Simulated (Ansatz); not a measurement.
Calculation for Hg (bcc type): DFT, PBE, PAW with Ansatz's default frozen-core files, scalar-relativistic (Ansatz 0.2.0). This run: cell relaxed at zero pressure.

The start is a guessed cell of a prototype that needn't be stable.

Command: `ansatz run input.yaml --threads 1 --pin off --max-ram 3584MiB --backend cpu --events-out ev --progress --plain --runs-dir out` It took 5.9 s on 1 thread of Arm Neoverse V1, on a shared host, peak memory 0.34 GiB.

```yaml
crystal:
  lattice:
    - [-1.9475973037, 1.9475973037, 1.9475973037]
    - [1.9475973037, -1.9475973037, 1.9475973037]
    - [1.9475973037, 1.9475973037, -1.9475973037]
  atoms:
    - { symbol: Hg, position: [0.0, 0.0, 0.0] }
kpoints:
  mp_grid: { grid: [16, 16, 16] }
scf:
  occupations: { method: fermi_dirac, width: 0.05 }
hamiltonian:
  xc: pbe
  pseudopotentials: { kind: paw }
output:
  forces: true
  stress: true
  write_density: true
  write_potential: true
  elf: true
  volumetric_format: npy
relax:
  f_tol: 0.005
  max_steps: 40
  cell: {}
```

Output:

```
Engine: ansatz 0.2.0
Pseudopotentials: kind: paw
Pseudopotential: Hg, paw, valence charge 20, recommended cutoff 420 eV (normal), Hg.paw.azcp
Functional definition: PBE
  parameter kappa = 0.804
  parameter beta = 0.06672455060314922
  exchange = pbe_x(kappa = kappa, mu = beta*pi^2/3)
  correlation = pbe_c(beta = beta)
Crystal: 1 atoms, lattice volume = 29.550 Å³
Basis set: ecut = 420 eV, 603 PW (Γ), exchange–correlation on 48×48×48 points (8 copies of the dense FFT grid, shifted against one another)
Bands: 14, of which v1, the nominal top of the filled ones, is band 10 counted from 1 (9 counted from 0)
Symmetry: 48 space group operations
Space group: Im-3m (ITA 229), of the structure as read, at distance tolerance 3.1e-5 Å
k-points: 145 of 4096
Non-local potential: Hg, projectors of the file, l = 0: 3, l = 1: 2, l = 2: 2, l = 3: 1
PAW form: soft (Blöchl's): semilocal exchange-correlation on the pseudo side does not see the compensation charge
PAW one-centre angular grid: Hg, 590 points (default); XC on 64 Gauss nodes
Initial density: superposition of atomic densities (neutral atoms: chi_scale 0, normalization atom), corrected by the library's trained network
Initial wavefunctions: pseudopotential atomic-orbital guess
Functional: x = pbe(κ = 0.804, μ = 0.2195149727645171), c = pbe(β = 0.06672455060314922)
SCF iter   1: F=—  HF=-13813.454119 eV  |F-HF|=—  |Δ(HF+E_count)|=         —  Δρ=1.09e-3  dr2=4.12e-4  ethr=1.77e-3  ⟨swp⟩=5.7  Hψ=10792  notcnv=0
preconditioner: auto → Kerker (q_TF=auto, 2.556 Å⁻¹)  [metal: Δε(μ)=0.046 eV  Ē_g=13.648 eV  σ=0.050 eV  W_gap=0.22  n_scr=12 (ndim 8)  ℏωp=23.7 eV  f_vac=0.000  D(μ)=0.28/eV (n_scr^D=0)]
SCF iter   2: F=—  HF=-13813.454477 eV  |F-HF|=—  |Δ(HF+E_count)|=   3.58e-4  Δρ=6.89e-4  dr2=1.79e-4  ethr=2.06e-6  ⟨swp⟩=2.1  Hψ=4122  notcnv=0
SCF iter   3: F=—  HF=-13813.454476 eV  |F-HF|=—  |Δ(HF+E_count)|=   4.05e-7  Δρ=1.89e-4  dr2=7.67e-6  ethr=8.97e-7  ⟨swp⟩=2.0  Hψ=2833  notcnv=0
SCF iter   4: F=—  HF=-13813.454479 eV  |F-HF|=—  |Δ(HF+E_count)|=   2.35e-6  Δρ=5.76e-5  dr2=1.31e-6  ethr=3.83e-8  ⟨swp⟩=2.6  Hψ=3227  notcnv=0
iter 5 did not close the SCF: its close was put off for the readings that it lacked (scf_convergence_deferred on its scf_iter line)
SCF iter   5: F=-13813.454479 eV  HF=-13813.454479 eV  |F-HF|=4.12e-8  |Δ(HF+E_count)|=   2.50e-7  Δρ=1.31e-5  dr2=3.97e-8  ethr=6.53e-9  ⟨swp⟩=2.0  Hψ=2899  notcnv=0
SCF iter   6: F=-13813.454479 eV  HF=-13813.454479 eV  |F-HF|=4.19e-9  |Δ(HF+E_count)|=   5.03e-8  Δρ=3.55e-6  dr2=2.62e-9  ethr=1.99e-10  ⟨swp⟩=5.0  Hψ=10638  notcnv=0
SCF 1 converged in 6 iterations: F = -13813.454479 eV  dr2 = 2.62e-9
  greatest PAW one-centre occupation: 1.000 electrons in one spin orbital (limit 2), on the Hg atom at site 0 (counted from 0), in its partial waves of l = 0
relax step   1: F+E_penalty+E_count = -13813.45447914 eV  Δ(F+E_penalty+E_count) = +0.000e0 eV  max|allowed force component| = 0.000e0 eV/Å  Δτ_max = 0.0000 Å  P = +0.005 GPa  Ω = 29.550 Å³  (6 SCF iters, dr2 threshold 1.00e-7 eV, accepted)
Initial density: handed on by an earlier stage of this run
Initial wavefunctions: pseudopotential atomic-orbital guess (no wavefunctions were taken with the density)
iter 1 solved again at ethr=1.42e-9 eV; its pass at ethr=3.10e-3 eV (dr2=2.84e-7 eV) is discarded
SCF iter   1: F=—  HF=-13813.454479 eV  |F-HF|=—  |Δ(HF+E_count)|=         —  Δρ=3.56e-6  dr2=2.62e-9  ethr=1.42e-9  ⟨swp⟩=4.3  Hψ=17802  notcnv=0
preconditioner: auto → Kerker (q_TF=auto, 2.556 Å⁻¹)  [metal: Δε(μ)=0.047 eV  Ē_g=13.636 eV  σ=0.050 eV  W_gap=0.22  n_scr=12 (ndim 8)  ℏωp=23.7 eV  f_vac=0.000  D(μ)=0.28/eV (n_scr^D=0)]
SCF iter   2: F=—  HF=-13813.454479 eV  |F-HF|=—  |Δ(HF+E_count)|=   3.09e-8  Δρ=2.42e-6  dr2=1.27e-9  ethr=1.31e-11  ⟨swp⟩=2.0  Hψ=2540  notcnv=0
SCF iter   3: F=—  HF=-13813.454479 eV  |F-HF|=—  |Δ(HF+E_count)|=   2.26e-9  Δρ=2.93e-7  dr2=2.96e-11  ethr=6.33e-12  ⟨swp⟩=2.0  Hψ=2886  notcnv=0
SCF iter   4: F=-13813.454479 eV  HF=-13813.454479 eV  |F-HF|=3.64e-12  |Δ(HF+E_count)|=  1.09e-11  Δρ=1.28e-7  dr2=5.88e-12  ethr=1.00e-12  ⟨swp⟩=5.4  Hψ=8394  notcnv=0
SCF 2 converged in 4 iterations: F = -13813.454479 eV  dr2 = 5.88e-12
relax step   2: F+E_penalty+E_count = -13813.45447914 eV  Δ(F+E_penalty+E_count) = -5.493e-10 eV  max|allowed force component| = 0.000e0 eV/Å  Δτ_max = 0.0000 Å  P = +0.005 GPa  Ω = 29.550 Å³  stress off target by 5.46e-3 GPa  SCF on the basis re-selected at this cell (its energy is not comparable with the rows above)  (4 SCF iters)
basis re-selected at this cell: Δ(F+E_penalty+E_count) = -5.493e-10 eV, ΔP = +0.000 GPa vs the last step (what re-selecting the basis moved, of the pressure what is left beyond the Pulay correction that the steps carried, after the strain that the cell walked since its last selection, with what the two solves' SCF thresholds leave and, on support functions, any second-order correction that the steps lacked; it is no measure of the basis error at this ecutwfc). This SCF's stress stands 5.46e-3 GPa from its target on what of the cell is left free (relax.cell.stress_tol is 5.00e-2 GPa) and its largest allowed force component is 0.00e0 eV/Å (relax.f_tol is 5.00e-3 eV/Å): within both
SCF converged after 4 iterations
Free energy (F): -13813.454479 eV
Harris-Foulkes:  -13813.454479 eV  (|F-HF|=3.64e-12)
Internal energy: -13813.452304 eV  (E = F + TS)
E sigma→0 (E₀):  -13813.453392 eV
Entropy (-TS):   -0.002175 eV (-2.175 meV/atom)
Fermi energy:    10.792932 eV
--- Per-component energies (eV) ---
  E_band       = -456.238281
  E_kinetic    = 604.679223
  E_local      = -2841.215918  (includes V_loc(G=0)·N_el)
  E_nonlocal   = 72.765954
  E_hartree    = 1206.958703
  E_xc         = -220.282919
  E_vxc        = -261.960703  (∫ρ·V_xc dr)
  E_paw        = -9945.675165  (= ΣΔE_a)
  E_vpaw       = -444.425038  (= ΣTr[D̂ρ^β])
  E_aug_tail   = 0.000917  (compensation charges beyond the density's cutoff)
  E_ewald      = -2690.683099
  E_smearing   = -0.002175  (= −TS)
  E_closure    = 0.000000  (closes the sum)
  Σ components = -13813.454479   (vs F -13813.454479, Δ=0.00e0)
--- Forces (eV/Å), atoms counted from 1 ---
  atom   1  Hg     0.00000000    -0.00000000     0.00000000
  max |Σ_I F_I| component: 9.53e-31 eV/Å
--- Stress (GPa, compression-positive) ---
        0.005465      -0.000000       0.000000
       -0.000000       0.005465       0.000000
       -0.000000       0.000000       0.005465
  P = ⅓ Tr σ = 0.0055 GPa (0.055 kbar)
--- Band table (eV; the first three rows and the last of 145) ---
  k-point 0: bands = ["-103.4410", "-51.8822", "-51.8822", "-51.8822", "3.4636", "4.3682", "4.3682", "4.3682", "4.9416", "4.9416", "24.2822", "24.2822", "24.2822", "24.8001"]
  k-point 1: bands = ["-103.4409", "-51.8827", "-51.8824", "-51.8822", "3.5505", "4.3572", "4.3748", "4.4014", "4.9299", "4.9419", "23.2608", "23.9390", "23.9927", "24.5956"]
  k-point 2: bands = ["-103.4409", "-51.8841", "-51.8830", "-51.8822", "3.7889", "4.3260", "4.4122", "4.4972", "4.9019", "4.9430", "21.2354", "23.1202", "23.2383", "24.2980"]
  k-point 144: bands = ["-103.4403", "-51.8931", "-51.8931", "-51.8931", "3.9582", "3.9582", "5.2548", "5.2548", "5.2548", "12.5589", "14.5722", "14.5722", "14.5722", "19.8619"]
--- Relaxed structure (1 steps of the walk, 1 accepted, 1 SCFs on fresh bases) ---
  F+E_penalty+E_count = -13813.45447914 eV   max|allowed force component| = 0.000e0 eV/Å   (the final SCF, on the basis selected at the relaxed cell)
  cell:  # Å, volume = 29.5500 Å³
    - [-1.9475973037, 1.9475973037, 1.9475973037]
    - [1.9475973037, -1.9475973037, 1.9475973037]
    - [1.9475973037, 1.9475973037, -1.9475973037]
  atoms:
    - { symbol: Hg, position: [0.0, 0.0, 0.0] }
```

Next run (bcc relaxed under pressure), as changes to the input before:

```diff
   lattice:
-    - [-1.9475973037, 1.9475973037, 1.9475973037]
-    - [1.9475973037, -1.9475973037, 1.9475973037]
-    - [1.9475973037, 1.9475973037, -1.9475973037]
+    - [-1.6408399673, 1.6408399673, 1.6408399673]
+    - [1.6408399673, -1.6408399673, 1.6408399673]
+    - [1.6408399673, 1.6408399673, -1.6408399673]
   atoms:
   stress: true
-  write_density: true
-  write_potential: true
-  elf: true
-  volumetric_format: npy
+  eigenvalues: true
 relax:
   max_steps: 40
-  cell: {}
+  cell: { p_target: 40.0, stress_tol: 0.03 }
```

Results part of the output:

```
basis re-selected at this cell: Δ(F+E_penalty+E_count) = +4.112e-6 eV, ΔP = +0.000 GPa vs the last step (what re-selecting the basis moved, of the pressure what is left beyond the Pulay correction that the steps carried, after the strain that the cell walked since its last selection, with what the two solves' SCF thresholds leave and, on support functions, any second-order correction that the steps lacked; it is no measure of the basis error at this ecutwfc). This SCF's stress stands 4.33e-4 GPa from its target on what of the cell is left free (relax.cell.stress_tol is 3.00e-2 GPa) and its largest allowed force component is 0.00e0 eV/Å (relax.f_tol is 5.00e-3 eV/Å): within both
SCF converged after 3 iterations
Free energy (F): -13812.727699 eV
Harris-Foulkes:  -13812.727699 eV  (|F-HF|=0.00e0)
Internal energy: -13812.724832 eV  (E = F + TS)
E sigma→0 (E₀):  -13812.726266 eV
Entropy (-TS):   -0.002867 eV (-2.867 meV/atom)
Fermi energy:    22.038751 eV
--- Per-component energies (eV) ---
  E_band       = -267.835931
  E_kinetic    = 609.360507
  E_local      = -2022.007521  (includes V_loc(G=0)·N_el)
  E_nonlocal   = 71.488841
  E_hartree    = 890.434116
  E_xc         = -223.205589
  E_vxc        = -266.145240  (∫ρ·V_xc dr)
  E_paw        = -9944.332847  (= ΣΔE_a)
  E_vpaw       = -441.401606  (= ΣTr[D̂ρ^β])
  E_aug_tail   = 0.000930  (compensation charges beyond the density's cutoff)
  E_ewald      = -3194.463269
  E_smearing   = -0.002867  (= −TS)
  E_closure    = 0.000000  (closes the sum)
  Σ components = -13812.727699   (vs F -13812.727699, Δ=0.00e0)
--- Forces (eV/Å), atoms counted from 1 ---
  atom   1  Hg     0.00000000    -0.00000000    -0.00000000
  max |Σ_I F_I| component: 2.63e-31 eV/Å
--- Stress (GPa, compression-positive) ---
       39.999567       0.000000       0.000000
        0.000000      39.999567       0.000000
        0.000000      -0.000000      39.999567
  P = ⅓ Tr σ = 39.9996 GPa (399.996 kbar)
--- Band table (eV; the first three rows and the last of 145) ---
  k-point 0: bands = ["-93.9033", "-42.3004", "-42.3004", "-42.3004", "9.8954", "13.3048", "13.3048", "13.3048", "14.8471", "14.8471", "36.4298", "36.4298", "36.4298", "42.4178"]
  k-point 1: bands = ["-93.9031", "-42.3056", "-42.3024", "-42.3003", "10.0322", "13.2707", "13.3129", "13.3888", "14.8078", "14.8493", "36.2986", "36.4375", "36.5733", "41.0343"]
  k-point 2: bands = ["-93.9023", "-42.3206", "-42.3079", "-42.3001", "10.4252", "13.1748", "13.3408", "13.6341", "14.7149", "14.8565", "35.4850", "36.2605", "36.9855", "39.3195"]
  k-point 144: bands = ["-93.8903", "-42.4074", "-42.4074", "-42.4074", "11.9029", "11.9029", "15.7396", "15.7396", "15.7396", "25.5748", "25.5748", "25.5748", "27.6882", "34.0409"]
--- Relaxed structure (3 steps of the walk, 2 accepted, 1 SCFs on fresh bases) ---
  F+E_penalty+E_count = -13812.72769909 eV   max|allowed force component| = 0.000e0 eV/Å   (the final SCF, on the basis selected at the relaxed cell)
  cell:  # Å, volume = 17.6584 Å³
    - [-1.640453092655856, 1.640453092655856, 1.640453092655856]
    - [1.640453092655856, -1.640453092655856, 1.640453092655856]
    - [1.640453092655856, 1.640453092655856, -1.640453092655856]
  atoms:
    - { symbol: Hg, position: [0.0, 0.0, 0.0] }
```

Next run (hcp relaxed under pressure), as changes to the input before:

```diff
   lattice:
-    - [-1.6408399673, 1.6408399673, 1.6408399673]
-    - [1.6408399673, -1.6408399673, 1.6408399673]
-    - [1.6408399673, 1.6408399673, -1.6408399673]
+    - [2.9314399772, 0.0, 0.0]
+    - [-1.4657199886, 2.53870149, 0.0]
+    - [0.0, 0.0, 4.7489327631]
   atoms:
-    - { symbol: Hg, position: [0.0, 0.0, 0.0] }
+    - { symbol: Hg, position: [0.3333333333, 0.6666666667, 0.25] }
+    - { symbol: Hg, position: [0.6666666667, 0.3333333333, 0.75] }
 kpoints:
-  mp_grid: { grid: [16, 16, 16] }
+  mp_grid: { grid: [15, 15, 8] }
 scf:
```

Command: `ansatz run input.yaml --threads 1 --pin off --max-ram 3584MiB --backend cpu --events-out ev --progress --plain --runs-dir out` It took 54 s on 1 thread of Arm Neoverse V1, on a shared host, peak memory 0.38 GiB.

Results part of the output:

```
basis re-selected at this cell: Δ(F+E_penalty+E_count) = +2.391e-4 eV, ΔP = +0.002 GPa vs the last step (what re-selecting the basis moved, of the pressure what is left beyond the Pulay correction that the steps carried, after the strain that the cell walked since its last selection, with what the two solves' SCF thresholds leave and, on support functions, any second-order correction that the steps lacked; it is no measure of the basis error at this ecutwfc). The dense FFT grid was sized anew with the basis: this SCF ran on 20×20×36 points, the steps before it on 20×20×32, so part of this shift can come from that change (see relax.cell in the input reference). This SCF's stress stands 9.59e-3 GPa from its target on what of the cell is left free (relax.cell.stress_tol is 3.00e-2 GPa) and its largest allowed force component is 5.09e-17 eV/Å (relax.f_tol is 5.00e-3 eV/Å): within both
SCF converged after 5 iterations
Free energy (F): -27625.456039 eV
Harris-Foulkes:  -27625.456039 eV  (|F-HF|=3.64e-12)
Internal energy: -27625.449830 eV  (E = F + TS)
E sigma→0 (E₀):  -27625.452935 eV
Entropy (-TS):   -0.006208 eV (-3.104 meV/atom)
Fermi energy:    22.574561 eV
--- Per-component energies (eV) ---
  E_band       = -524.810937
  E_kinetic    = 1218.076822
  E_local      = -4004.955509  (includes V_loc(G=0)·N_el)
  E_nonlocal   = 142.851411
  E_hartree    = 1766.503876
  E_xc         = -446.313098
  E_vxc        = -532.193748  (∫ρ·V_xc dr)
  E_paw        = -19888.161678  (= ΣΔE_a)
  E_vpaw       = -881.599599  (= ΣTr[D̂ρ^β])
  E_aug_tail   = 0.001918  (compensation charges beyond the density's cutoff)
  E_ewald      = -6413.453572
  E_smearing   = -0.006208  (= −TS)
  E_closure    = -0.000000  (closes the sum)
  Σ components = -27625.456039   (vs F -27625.456039, Δ=0.00e0)
--- Forces (eV/Å), atoms counted from 1 ---
  atom   1  Hg     0.00000000     0.00000000    -0.00000000
  atom   2  Hg     0.00000000    -0.00000000     0.00000000
  max |Σ_I F_I| component: 9.25e-18 eV/Å
--- Stress (GPa, compression-positive) ---
       40.006726       0.000000       0.000000
        0.000000      40.006726       0.000000
        0.000000       0.000000      39.990410
  P = ⅓ Tr σ = 40.0013 GPa (400.013 kbar)
--- Band table (eV; the first three rows and the last of 135) ---
  k-point 0: bands = ["-93.6283", "-93.6225", "-42.1528", "-42.0450", "-42.0450", "-42.0262", "-42.0262", "-42.0256", "10.0779", "11.7899", "13.6037", "13.8115", "13.8115", "14.0501", "14.0501", "14.5651", "14.5651", "15.6775", "15.6775", "18.7583", "21.0092", "34.7973", "35.9379", "36.8078"]
  k-point 1: bands = ["-93.6281", "-93.6227", "-42.1480", "-42.0442", "-42.0442", "-42.0304", "-42.0269", "-42.0269", "10.2026", "11.8051", "13.5842", "13.7839", "13.7839", "14.0193", "14.0193", "14.6461", "14.6461", "15.6600", "15.6600", "17.6177", "22.3773", "34.5127", "35.9790", "36.5447"]
  k-point 2: bands = ["-93.6274", "-93.6233", "-42.1343", "-42.0443", "-42.0422", "-42.0422", "-42.0289", "-42.0289", "10.5589", "11.8314", "13.5490", "13.7406", "13.7406", "13.9408", "13.9408", "14.8409", "14.8409", "15.5991", "15.5991", "16.0428", "24.6426", "33.7954", "35.5042", "35.9738"]
  k-point 134: bands = ["-93.6198", "-93.6198", "-42.1362", "-42.1362", "-42.1163", "-42.1163", "-42.0552", "-42.0552", "12.8191", "12.8191", "13.4346", "13.4346", "13.9875", "13.9875", "14.5370", "14.5370", "15.7317", "15.7317", "22.9134", "22.9134", "23.6044", "23.6044", "25.3645", "25.3645"]
--- Relaxed structure (10 steps of the walk, 8 accepted, 1 SCFs on fresh bases) ---
  F+E_penalty+E_count = -27625.45603856 eV   max|allowed force component| = 5.089e-17 eV/Å   (the final SCF, on the basis selected at the relaxed cell)
  cell:  # Å, volume = 34.8963 Å³
    - [2.8900136341217477, 7.566103295385357e-33, 1.720383506293213e-33]
    - [-1.4450068170608739, 2.5028252244328195, -4.137962558690276e-33]
    - [2.7870212801746766e-33, -6.131446816384289e-33, 4.82445648149578]
  atoms:
    - { symbol: Hg, position: [0.33333333333333326, 0.6666666666666665, 0.24999999999999997] }
    - { symbol: Hg, position: [0.6666666666666665, 0.33333333333333326, 0.7499999999999999] }
```

Next run (diamond relaxed under pressure), as changes to the input before:

```diff
   lattice:
-    - [2.9314399772, 0.0, 0.0]
-    - [-1.4657199886, 2.53870149, 0.0]
-    - [0.0, 0.0, 4.7489327631]
+    - [0.0, 2.6749179233, 2.6749179233]
+    - [2.6749179233, 0.0, 2.6749179233]
+    - [2.6749179233, 2.6749179233, 0.0]
   atoms:
-    - { symbol: Hg, position: [0.3333333333, 0.6666666667, 0.25] }
-    - { symbol: Hg, position: [0.6666666667, 0.3333333333, 0.75] }
+    - { symbol: Hg, position: [-0.125, -0.125, -0.125] }
+    - { symbol: Hg, position: [0.125, 0.125, 0.125] }
 kpoints:
-  mp_grid: { grid: [15, 15, 8] }
+  mp_grid: { grid: [12, 12, 12] }
 scf:
```

Command: `ansatz run input.yaml --threads 1 --pin off --max-ram 3584MiB --backend cpu --events-out ev --progress --plain --runs-dir out` It took 27 s on 1 thread of Arm Neoverse V1, on a shared host, peak memory 0.35 GiB.

Results part of the output:

```
basis re-selected at this cell: Δ(F+E_penalty+E_count) = -1.398e-5 eV, ΔP = -0.000 GPa vs the last step (what re-selecting the basis moved, of the pressure what is left beyond the Pulay correction that the steps carried, after the strain that the cell walked since its last selection, with what the two solves' SCF thresholds leave and, on support functions, any second-order correction that the steps lacked; it is no measure of the basis error at this ecutwfc). This SCF's stress stands 8.01e-4 GPa from its target on what of the cell is left free (relax.cell.stress_tol is 3.00e-2 GPa) and its largest allowed force component is 3.61e-16 eV/Å (relax.f_tol is 5.00e-3 eV/Å): within both
SCF converged after 5 iterations
Free energy (F): -27624.403408 eV
Harris-Foulkes:  -27624.403408 eV  (|F-HF|=0.00e0)
Internal energy: -27624.394346 eV  (E = F + TS)
E sigma→0 (E₀):  -27624.398877 eV
Entropy (-TS):   -0.009062 eV (-4.531 meV/atom)
Fermi energy:    15.569930 eV
--- Per-component energies (eV) ---
  E_band       = -794.081849
  E_kinetic    = 1220.990269
  E_local      = -5707.674046  (includes V_loc(G=0)·N_el)
  E_nonlocal   = 142.521814
  E_hartree    = 2483.133591
  E_xc         = -446.194590
  E_vxc        = -531.899501  (∫ρ·V_xc dr)
  E_paw        = -19889.429790  (= ΣΔE_a)
  E_vpaw       = -884.289363  (= ΣTr[D̂ρ^β])
  E_aug_tail   = 0.001823  (compensation charges beyond the density's cutoff)
  E_ewald      = -5427.743418
  E_smearing   = -0.009062  (= −TS)
  E_closure    = -0.000000  (closes the sum)
  Σ components = -27624.403408   (vs F -27624.403408, Δ=0.00e0)
--- Forces (eV/Å), atoms counted from 1 ---
  atom   1  Hg    -0.00000000    -0.00000000    -0.00000000
  atom   2  Hg     0.00000000     0.00000000     0.00000000
  max |Σ_I F_I| component: 3.70e-17 eV/Å
--- Stress (GPa, compression-positive) ---
       40.000801       0.000000       0.000000
        0.000000      40.000801       0.000000
        0.000000       0.000000      40.000801
  P = ⅓ Tr σ = 40.0008 GPa (400.008 kbar)
--- Band table (eV; the first three rows and the last of 72) ---
  k-point 0: bands = ["-100.4047", "-100.3521", "-48.9867", "-48.9867", "-48.9867", "-48.7331", "-48.7331", "-48.7331", "5.2659", "6.1140", "6.1140", "6.1140", "6.1378", "6.1378", "8.3739", "8.3739", "8.3739", "9.4252", "9.4252", "22.5743", "23.2818", "23.2818", "23.2818", "23.4883"]
  k-point 1: bands = ["-100.4040", "-100.3528", "-48.9882", "-48.9882", "-48.9854", "-48.7344", "-48.7315", "-48.7315", "5.3536", "5.9912", "5.9912", "6.1094", "6.2866", "6.2866", "8.3588", "8.3588", "8.3693", "9.4306", "9.4306", "20.9629", "22.6862", "22.6862", "22.7824", "23.9629"]
  k-point 2: bands = ["-100.4021", "-100.3547", "-48.9923", "-48.9923", "-48.9821", "-48.7381", "-48.7274", "-48.7274", "5.5901", "5.9039", "5.9039", "6.1000", "6.4368", "6.4368", "8.3335", "8.3335", "8.3922", "9.4380", "9.4380", "18.6807", "21.8370", "21.8370", "22.4940", "24.9416"]
  k-point 71: bands = ["-100.3784", "-100.3784", "-49.0296", "-49.0296", "-48.8608", "-48.8608", "-48.6902", "-48.6902", "5.6012", "5.6012", "6.3750", "6.3750", "7.3631", "7.3631", "7.6787", "7.6787", "9.7682", "9.7682", "12.2275", "12.2275", "15.3939", "15.3939", "25.2478", "25.2478"]
--- Relaxed structure (6 steps of the walk, 6 accepted, 2 SCFs on fresh bases) ---
  F+E_penalty+E_count = -27624.40340764 eV   max|allowed force component| = 3.608e-16 eV/Å   (the final SCF, on the basis selected at the relaxed cell)
  cell:  # Å, volume = 46.6992 Å³
    - [8.176081857968857e-33, 2.858203718669935, 2.858203718669935]
    - [2.858203718669935, 8.940387413159625e-33, 2.858203718669935]
    - [2.858203718669935, 2.858203718669935, 4.7386959905928984e-33]
  atoms:
    - { symbol: Hg, position: [-0.125, -0.125, -0.125] }
    - { symbol: Hg, position: [0.125, 0.125, 0.125] }
```

Spin–orbit coupling is left out, which matters for the heavy atoms.
